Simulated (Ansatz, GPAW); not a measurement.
# butadiene-1,4-dithiol between two Pd chains: relaxation, then transmission at several levels, part 2 of 3

Aim: the conductance of butadiene-1,4-dithiol between two Pd chains after relaxation, and whether geometry, basis or functional moves it most.

GPAW 26.7.0 and Ansatz 0.2.0; Ansatz plane waves; relaxation of the junction with the lead ends held (the session's first sound run).

So far, transmission at the Fermi level (one spin): step 3 (plane-wave reference (PBE)) 0.0168.

## 4. Double-zeta polarised basis

The script solves lead and junction separately, takes H and S in the orbital basis, and joins semi-infinite leads through their self-energies; the dzp basis is the working standard.

This step: GPAW LCAO, PAW setups; Landauer transmission from Green's functions with principal layers (ASE), zero bias (GPAW 26.7.0).

run.py

```python
import json
import numpy as np
from ase import Atoms
from ase.transport.calculators import TransportCalculator
from gpaw import GPAW, FermiDirac
from gpaw.lcao.tools import get_lcao_hamiltonian
from scipy.linalg import eigh

# The junction with lead layers at both ends, along the third cell vector
device = Atoms(
    ['Pd', 'Pd', 'Pd', 'Pd', 'Pd', 'Pd', 'Pd', 'Pd', 'S', 'H', 'C', 'C', 'H', 'H', 'C', 'C', 'H', 'S', 'Pd', 'Pd', 'Pd', 'Pd', 'Pd', 'Pd', 'Pd', 'Pd'],
    positions=[
        [5.52287, 4.50000, 1.25000],
        [5.52287, 4.50000, 3.75000],
        [5.52287, 4.50000, 6.25000],
        [5.52287, 4.50000, 8.75000],
        [5.52287, 4.50000, 11.25000],
        [5.52287, 4.50000, 13.75000],
        [4.69729, 4.51368, 16.10747],
        [5.77257, 4.49295, 18.47589],
        [4.09354, 4.47627, 19.88556],
        [6.50426, 4.50124, 21.81504],
        [4.37183, 4.47946, 21.55545],
        [5.53852, 4.49122, 22.32962],
        [3.42079, 4.46952, 22.10278],
        [7.63848, 4.51328, 23.95922],
        [5.52086, 4.49124, 23.73238],
        [6.68747, 4.50358, 24.50665],
        [4.55509, 4.48142, 24.24690],
        [6.96566, 4.50677, 26.17659],
        [5.28745, 4.49039, 27.58723],
        [6.35468, 4.53335, 29.95922],
        [5.52287, 4.50000, 32.31458],
        [5.52287, 4.50000, 34.81458],
        [5.52287, 4.50000, 37.31458],
        [5.52287, 4.50000, 39.81458],
        [5.52287, 4.50000, 42.31458],
        [5.52287, 4.50000, 44.81458]],
    cell=[[11.04574, 0.0, 0.0], [0.0, 9.0, 0.0], [0.0, 0.0, 46.06458]],
    pbc=True)

# One principal layer of the lead: the first 5 atoms of the device
lead = Atoms(
    ['Pd', 'Pd', 'Pd', 'Pd', 'Pd'],
    positions=[
        [5.52287, 4.50000, 1.25000],
        [5.52287, 4.50000, 3.75000],
        [5.52287, 4.50000, 6.25000],
        [5.52287, 4.50000, 8.75000],
        [5.52287, 4.50000, 11.25000]],
    cell=[[11.04574, 0.0, 0.0], [0.0, 9.0, 0.0], [0.0, 0.0, 12.5]],
    pbc=True)

settings = dict(mode='lcao', basis='dzp', xc='PBE', h=0.2,
                occupations=FermiDirac(0.1), maxiter=250,
                mixer=dict(beta=0.1, nmaxold=8, weight=100.0),
                convergence=dict(density=0.0001))
energies = np.arange(-2, 2 + 1e-9, 0.025)
eta = 0.0001
n1, n2 = 1, 1
# k and -k transmit alike, so half of the mesh across the current serves
mesh = [(i, j) for i in range(n1) for j in range(n2) if (i, j) <= (-i % n1, -j % n2)]
weights = np.array([1 if (i, j) == (-i % n1, -j % n2) else 2 for i, j in mesh]) / (n1 * n2)

# [... helper functions left out ...]
fermi_lead = ground_state(lead, (1, 1, 9), 'lead.txt')
fermi_device = ground_state(device, (1, 1, 2), 'device.txt')
# [... loop over the mesh left out, but for ...]
        # Shift the lead onto the potential of the device's first layer
        shift = ((H[:, 0, 0] - H0[:, 0, 0]) / S0[0, 0]).real.mean()
# [...]
kT = 8.617333e-5 * 300
bias = [0.1, 0.2, 0.5, 1.0, 1.5, 2.0]
# [... integrals and printing left out ...]
```

Started as:

```console
OMP_NUM_THREADS=1 OPENBLAS_NUM_THREADS=1 python run.py
```

Run time: 12 min. Hardware: 1 thread of Arm Neoverse V1, shared host; peak memory 2.1 GiB.

This step gave:

* conductance: 0.01666 G₀
* largest coupling past the next principal layer: 1.07e-4 eV
* largest misfit of the first principal layer: 0.04026 eV
* shift that aligns the lead: -0.002192 eV
* basis functions of the junction: 530
* basis functions of a principal layer: 135
* transmission at the Fermi level (one spin): 0.01559

One spin. The transmission, zone mean by energy, zero at the Fermi level:

```
energy (eV)  transmission, zone mean
     -2.000                   0.0212
     -1.900                   0.0284
     -1.800                    0.283
     -1.700                   0.0814
     -1.600                    0.103
     -1.500                   0.0873
     -1.400                   0.0405
     -1.300                   0.0155
     -1.200                  0.00830
     -1.100                   0.0113
     -1.025                   0.0849
     -1.000                   0.0177
     -0.900                  0.00568
     -0.800                  0.00817
     -0.700                   0.0146
     -0.600                   0.0325
     -0.500                   0.0822
     -0.425                    0.400
     -0.400                    0.266
     -0.300                   0.0142
     -0.200                  0.00768
     -0.100                  0.00909
      0.000                   0.0156
      0.100                   0.0400
      0.200                   3.1e-4
      0.300                   3.1e-4
      0.400                   3.1e-4
      0.500                   3.0e-4
      0.600                   2.9e-4
      0.700                   2.8e-4
      0.800                   2.7e-4
      0.900                   2.5e-4
      1.000                   2.4e-4
      1.100                   2.2e-4
      1.200                   2.1e-4
      1.300                   1.9e-4
      1.400                   1.8e-4
      1.500                   1.6e-4
      1.600                   1.5e-4
      1.700                   1.3e-4
      1.800                   1.1e-4
      1.900                   8.1e-5
      2.000                   4.4e-5
```

Crossings of the lead's bands, unfolded to its shortest repeat. The open channels, zone mean by energy, zero at the Fermi level:

| energy (eV) | open channels, zone mean |
| --- | --- |
| -2.000 | 3 |
| -1.800 | 3 |
| -1.600 | 3 |
| -1.400 | 3 |
| -1.200 | 3 |
| -1.000 | 5 |
| -0.800 | 5 |
| -0.600 | 5 |
| -0.400 | 4 |
| -0.200 | 4 |
| 0.000 | 4 |
| 0.200 | 1 |
| 0.400 | 1 |
| 0.600 | 1 |
| 0.800 | 1 |
| 1.000 | 1 |
| 1.200 | 1 |
| 1.400 | 1 |
| 1.600 | 1 |
| 1.800 | 1 |
| 2.000 | 1 |

Not self-consistent under bias; the bias window is split evenly. Table of current through one cell, from the zero-bias transmission by bias:

```
bias (V)  current through one cell, from the zero-bias transmission (μA)
   0.100                                                           0.130
   0.200                                                           0.250
   0.500                                                           0.411
   1.000                                                            2.63
   1.500                                                            3.36
   2.000                                                            3.57
```

The transmission of the three most open eigenchannels by energy, zero at the Fermi level:

```
energy (eV)  channel 1  channel 2  channel 3
     -2.000     0.0212     2.6e-5     8.9e-7
     -1.900     0.0274    0.00104     1.1e-6
     -1.800      0.245     0.0376     1.3e-6
     -1.700     0.0565     0.0250     1.6e-6
     -1.600     0.0757     0.0277     2.1e-6
     -1.500     0.0630     0.0243     2.6e-6
     -1.400     0.0257     0.0148     3.4e-6
     -1.300    0.00893    0.00659     4.6e-6
     -1.200    0.00697    0.00133     6.3e-6
     -1.100     0.0111     1.7e-4     7.0e-6
     -1.000     0.0176     9.2e-5     3.4e-5
     -0.900    0.00506     5.4e-4     7.1e-5
     -0.800    0.00735     7.2e-4     9.2e-5
     -0.700     0.0131    0.00152     1.9e-5
     -0.600     0.0262    0.00623     6.7e-6
     -0.500     0.0593     0.0230     2.7e-6
     -0.400      0.266     2.8e-4     1.7e-4
     -0.300     0.0137     2.8e-4     2.2e-4
     -0.200    0.00700     4.0e-4     2.7e-4
     -0.100    0.00851     3.1e-4     2.8e-4
      0.000     0.0152     2.5e-4     1.3e-4
      0.100     0.0398     2.1e-4     2.3e-5
      0.200     3.1e-4    7.1e-11    2.8e-12
      0.300     3.1e-4    7.0e-11          0
      0.400     3.1e-4    7.1e-11          0
      0.500     3.0e-4    7.3e-11          0
      0.600     2.9e-4    7.5e-11          0
      0.700     2.8e-4    7.8e-11          0
      0.800     2.7e-4    8.1e-11          0
      0.900     2.5e-4    8.5e-11          0
      1.000     2.4e-4    9.0e-11          0
      1.100     2.2e-4    9.5e-11          0
      1.200     2.1e-4    1.0e-10          0
      1.300     1.9e-4    1.1e-10          0
      1.400     1.8e-4    1.2e-10          0
      1.500     1.6e-4    1.4e-10          0
      1.600     1.5e-4    1.6e-10          0
      1.700     1.3e-4    2.0e-10          0
      1.800     1.1e-4    2.7e-10          0
      1.900     8.1e-5    4.4e-10          0
      2.000     4.4e-5     1.0e-9          0
```

At the Fermi level T is 0.0156 against 0.0168 in plane waves. Couplings past the next layer reach 1.1e-4 eV, small enough to drop; the matrix elements of the cell's first layer differ from the bulk lead's by up to 0.040 eV. That layer keeps its own values in the calculation, and only beyond it is the lead taken as perfect. The Fermi levels of lead and junction count from different zeros of potential, one for each periodic cell; with both set to zero, the small remaining shift is what aligns them. By hand: G = 0.01666 × 77.48 μS = 1.29 μS, a resistance of 775 kΩ; at 0.1 V a linear junction would pass 0.129 μA, and the integral over the bias window gives 0.130 μA.

## 5. GPAW, szp: basis = "szp(dzp)"

One radial function a shell plus polarisation makes the matrices smaller; the question is what that costs.

Edit run.py of step 4 so:

```diff
@@ -53,3 +53,3 @@
 
-settings = dict(mode='lcao', basis='dzp', xc='PBE', h=0.2,
+settings = dict(mode='lcao', basis='szp(dzp)', xc='PBE', h=0.2,
                 occupations=FermiDirac(0.1), maxiter=250,
```

Elapsed: 7.9 min, on 1 thread; peak memory 2 GiB.

Numbers from this step:

```
conductance                                    : 0.008492 G₀
largest coupling past the next principal layer : 1.09e-4 eV
largest misfit of the first principal layer    : 0.03351 eV
shift that aligns the lead                     : -3.58e-4 eV
basis functions of the junction                : 310
basis functions of a principal layer           : 75
transmission at the Fermi level (one spin)     : 0.01219
```

One spin. Transmission, zone mean against energy, zero at the Fermi level:

| energy (eV) | transmission, zone mean |
| --- | --- |
| -2.000 | 0.0212 |
| -1.900 | 0.278 |
| -1.800 | 0.0412 |
| -1.700 | 0.0624 |
| -1.600 | 0.0744 |
| -1.500 | 0.0439 |
| -1.400 | 0.0154 |
| -1.300 | 0.00626 |
| -1.200 | 0.00510 |
| -1.125 | 0.160 |
| -1.100 | 0.105 |
| -1.000 | 0.00827 |
| -0.900 | 0.00588 |
| -0.800 | 0.00793 |
| -0.700 | 0.0195 |
| -0.600 | 0.0128 |
| -0.500 | 0.859 |
| -0.400 | 0.0153 |
| -0.300 | 0.00608 |
| -0.200 | 0.00609 |
| -0.100 | 0.00868 |
| 0.000 | 0.0122 |
| 0.100 | 1.5e-4 |
| 0.200 | 1.4e-4 |
| 0.300 | 1.4e-4 |
| 0.400 | 1.5e-4 |
| 0.500 | 1.6e-4 |
| 0.600 | 1.7e-4 |
| 0.700 | 1.8e-4 |
| 0.800 | 1.9e-4 |
| 0.900 | 2.1e-4 |
| 1.000 | 2.2e-4 |
| 1.100 | 2.2e-4 |
| 1.200 | 2.3e-4 |
| 1.300 | 2.4e-4 |
| 1.400 | 2.5e-4 |
| 1.500 | 2.6e-4 |
| 1.600 | 2.6e-4 |
| 1.700 | 2.7e-4 |
| 1.800 | 2.8e-4 |
| 1.900 | 2.8e-4 |
| 2.000 | 2.9e-4 |

The conductance, 0.00849 G₀, lies 49 % below that of the dzp run.

## 6. Minimal basis

One function for each valence shell of the setup, as for a first survey of a large system.

Edit run.py of step 5 so:

```diff
@@ -53,3 +53,3 @@
 
-settings = dict(mode='lcao', basis='szp(dzp)', xc='PBE', h=0.2,
+settings = dict(mode='lcao', basis='sz(dzp)', xc='PBE', h=0.2,
                 occupations=FermiDirac(0.1), maxiter=250,
```

Run time: 7.1 min. Hardware: 1 thread; peak memory 1.9 GiB.

This step gave:

```yaml
conductance: 0.01428 G₀
largest_coupling_past_the_next_principal_layer: 1.08e-4 eV
largest_misfit_of_the_first_principal_layer: 0.02140 eV
shift_that_aligns_the_lead: 2.01e-4 eV
basis_functions_of_the_junction: 220
basis_functions_of_a_principal_layer: 60
transmission_at_the_fermi_level_one_spin: 0.01777
```

One spin. The transmission, zone mean by energy, zero at the Fermi level:

```csv
energy (eV),"transmission, zone mean"
-2.000,0.0139
-1.900,0.0350
-1.875,0.303
-1.800,0.0537
-1.700,0.0606
-1.600,0.0963
-1.500,0.116
-1.400,0.0865
-1.300,0.0427
-1.200,0.0256
-1.100,0.0346
-1.025,0.438
-1.000,0.0843
-0.900,0.0135
-0.800,0.0110
-0.700,0.0204
-0.600,0.0175
-0.500,0.242
-0.450,0.342
-0.400,0.0292
-0.300,0.00709
-0.200,0.00622
-0.100,0.00902
0.000,0.0178
0.100,2.0e-4
0.200,1.8e-4
0.300,1.6e-4
0.400,1.6e-4
0.500,1.6e-4
0.600,1.6e-4
0.700,1.7e-4
0.800,1.7e-4
0.900,1.8e-4
1.000,1.8e-4
1.100,1.8e-4
1.200,1.9e-4
1.300,1.9e-4
1.400,1.9e-4
1.500,1.9e-4
1.600,1.9e-4
1.700,1.8e-4
1.800,1.8e-4
1.900,1.8e-4
2.000,1.7e-4
```

The conductance, 0.0143 G₀, lies 14 % below that of the dzp run.

## 7. revPBE in the dzp basis: xc = "revPBE"

Back in the dzp basis, the functional changes from PBE to revPBE, to set the spread between functionals beside that between bases.

Edit run.py of step 6 so:

```diff
@@ -53,3 +53,3 @@
 
-settings = dict(mode='lcao', basis='sz(dzp)', xc='PBE', h=0.2,
+settings = dict(mode='lcao', basis='dzp', xc='revPBE', h=0.2,
                 occupations=FermiDirac(0.1), maxiter=250,
```

Run time: 12 min. Hardware: 1 thread; peak memory 2.1 GiB.

Numbers from this step:

| Item | Value |
| --- | --- |
| conductance | 0.01694 G₀ |
| largest coupling past the next principal layer | 1.03e-4 eV |
| largest misfit of the first principal layer | 0.03902 eV |
| shift that aligns the lead | -0.002736 eV |
| basis functions of the junction | 530 |
| basis functions of a principal layer | 135 |
| transmission at the Fermi level (one spin) | 0.01609 |

The conductance, 0.0169 G₀, lies 1.7 % above that of the dzp run.

## 8. Without the relaxation: geometry = "as built"

The dzp basis with PBE on the structure as first built shows what the relaxation was worth.

Edit run.py of step 7 so:

```diff
@@ -18,16 +18,16 @@
         [5.52287, 4.50000, 13.75000],
-        [4.69729, 4.51368, 16.10747],
-        [5.77257, 4.49295, 18.47589],
-        [4.09354, 4.47627, 19.88556],
-        [6.50426, 4.50124, 21.81504],
-        [4.37183, 4.47946, 21.55545],
-        [5.53852, 4.49122, 22.32962],
-        [3.42079, 4.46952, 22.10278],
-        [7.63848, 4.51328, 23.95922],
-        [5.52086, 4.49124, 23.73238],
-        [6.68747, 4.50358, 24.50665],
-        [4.55509, 4.48142, 24.24690],
-        [6.96566, 4.50677, 26.17659],
-        [5.28745, 4.49039, 27.58723],
-        [6.35468, 4.53335, 29.95922],
+        [5.52287, 4.50000, 16.25000],
+        [5.52287, 4.50000, 18.75000],
+        [3.65408, 4.49999, 20.22377],
+        [6.16838, 4.50000, 21.61665],
+        [4.07663, 4.49999, 21.90100],
+        [5.34661, 4.50000, 22.32985],
+        [3.25000, 4.49999, 22.60598],
+        [7.79574, 4.49999, 23.45861],
+        [5.69913, 4.50000, 23.73474],
+        [6.96911, 4.49999, 24.16358],
+        [4.87737, 4.50000, 24.44793],
+        [7.39167, 4.49999, 25.84081],
+        [5.52287, 4.50000, 27.31458],
+        [5.52287, 4.50000, 29.81458],
         [5.52287, 4.50000, 32.31458],
@@ -53,3 +53,3 @@
 
-settings = dict(mode='lcao', basis='dzp', xc='revPBE', h=0.2,
+settings = dict(mode='lcao', basis='dzp', xc='PBE', h=0.2,
                 occupations=FermiDirac(0.1), maxiter=250,
```

Wall time 8.4 min (1 thread); peak memory 2.1 GiB.

Numbers from this step:

* conductance: 0.4014 G₀
* largest coupling past the next principal layer: 1.07e-4 eV
* largest misfit of the first principal layer: 0.02554 eV
* shift that aligns the lead: -0.001559 eV
* transmission at the Fermi level (one spin): 0.4228

One spin. Table of transmission, zone mean by energy, zero at the Fermi level:

energy (eV), transmission, zone mean and a bar from the least value:
```
   -2.000       0.65 ###################
   -1.800       0.38 ###########
   -1.600       0.38 ###########
   -1.400       0.75 ######################
   -1.325       1.02 ##############################
   -1.200       0.26 ########
   -1.000       0.20 ######
   -0.825       1.00 #############################
   -0.800       0.99 #############################
   -0.600       0.26 ########
   -0.400       0.07 ##
   -0.200       0.19 ######
    0.000       0.42 ############
    0.050       0.44 #############
    0.200       0.00 
    0.400       0.00 
    0.600       0.00 
    0.800       0.00 
    1.000       0.00 
    1.200       0.00 
    1.400       0.00 
    1.600       0.00 
    1.800       0.00 
    2.000       0.00
```

The conductance, 0.401 G₀, lies a factor of 24 above that of the dzp run.

## 9. All levels side by side

Times are wall times on the hardware named with each run. Results by setting:

| no. | run | conductance (G₀) | time | memory (GiB) |
| --- | --- | --- | --- | --- |
| 1 | pw PBE | 0.01891 | 5.2 min | 7.0 |
| 2 | dzp | 0.01666 | 12 min | 2.1 |
| 3 | szp | 0.008492 | 7.9 min | 2.0 |
| 4 | sz | 0.01428 | 7.1 min | 1.9 |
| 5 | dzp revPBE | 0.01694 | 12 min | 2.1 |
| 6 | asbuilt | 0.4014 | 8.4 min | 2.1 |

## 10. Comparison

The curves are compared point by point over the common energies.

This step: comparison of transmission and cost over codes, levels and geometry (GPAW 26.7.0).

Ladder, by row:

```
      step    code  T at the Fermi level (sum over the listed spins)  conductance (G0)  r.m.s. T(E) from the first  wall time (s)  peak memory (GiB)  threads
    pw-pbe  Ansatz                                           0.01678           0.01891                           0          310.6              6.994        4
       dzp    GPAW                                           0.01559           0.01666                     0.06248            722               2.13        1
       szp    GPAW                                           0.01219          0.008492                     0.07538          475.7               2.02        1
        sz    GPAW                                           0.01777           0.01428                      0.0653          426.1               1.93        1
dzp-revPBE    GPAW                                           0.01609           0.01694                     0.05759          748.9               2.13        1
   asbuilt    GPAW                                            0.4228            0.4014                      0.3522          504.1               2.13        1
```

Transmission, zone mean, sum over the listed spins against energy, zero at the Fermi level:

```
energy (eV)   pw-pbe      dzp      szp       sz  dzp-revPBE  asbuilt
     -2.000   0.0212   0.0212   0.0212   0.0139      0.0223    0.648
     -1.900   0.0309   0.0284    0.278   0.0350      0.0296    0.464
     -1.825    0.539    0.232   0.0381   0.0731       0.315    0.392
     -1.800    0.121    0.283   0.0412   0.0537       0.230    0.377
     -1.600    0.111    0.103   0.0744   0.0963       0.104    0.379
     -1.400   0.0236   0.0405   0.0154   0.0865      0.0364    0.749
     -1.200  0.00244  0.00830  0.00510   0.0256     0.00733    0.255
     -1.050    0.258   0.0659   0.0134    0.339       0.540  0.00787
     -1.025   0.0537   0.0849   0.0102    0.438      0.0523    0.128
     -1.000   0.0287   0.0177  0.00827   0.0843      0.0128    0.204
     -0.800   0.0202  0.00817  0.00793   0.0110     0.00851    0.985
     -0.600   0.0278   0.0325   0.0128   0.0175      0.0326    0.257
     -0.525    0.474   0.0510    0.286    0.127      0.0545    0.235
     -0.500    0.299   0.0822    0.859    0.242      0.0738    0.144
     -0.450    0.198    0.195   0.0494    0.342       0.314   0.0558
     -0.425   0.0881    0.400   0.0253   0.0627       0.352   0.0607
     -0.400   0.0420    0.266   0.0153   0.0292       0.154   0.0674
     -0.200  0.00694  0.00768  0.00609  0.00622     0.00736    0.193
      0.000   0.0168   0.0156   0.0122   0.0178      0.0161    0.423
      0.125   0.0857   2.5e-4   1.4e-4   1.9e-4      2.4e-4  0.00377
      0.200   3.2e-4   3.1e-4   1.4e-4   1.8e-4      2.9e-4   4.0e-4
      0.400   3.5e-4   3.1e-4   1.5e-4   1.6e-4      2.8e-4   5.9e-6
      0.600   3.5e-4   2.9e-4   1.7e-4   1.6e-4      2.6e-4   1.0e-6
      0.800   3.4e-4   2.7e-4   1.9e-4   1.7e-4      2.4e-4   1.5e-6
      1.000   3.2e-4   2.4e-4   2.2e-4   1.8e-4      2.1e-4  -1.5e-7
      1.200   3.0e-4   2.1e-4   2.3e-4   1.9e-4      1.9e-4   8.7e-6
      1.400   2.8e-4   1.8e-4   2.5e-4   1.9e-4      1.6e-4   4.8e-5
      1.600   2.5e-4   1.5e-4   2.6e-4   1.9e-4      1.3e-4   1.5e-4
      1.800   2.2e-4   1.1e-4   2.8e-4   1.8e-4      8.5e-5   3.6e-4
      2.000   1.5e-4   4.4e-5   2.9e-4   1.7e-4      2.6e-5   7.6e-4
```

(Part 2 of 3 ends here.)

[Logs are printed without paths, hosts, clocks, repeated set-up lines and the standing remarks that a program may print on its own settings, such as how far it seeks lower states.]

[Hosts, paths, dates, database ids (printed as entryN), source tags and the programs' standing remarks are cut or masked in the printed files.]
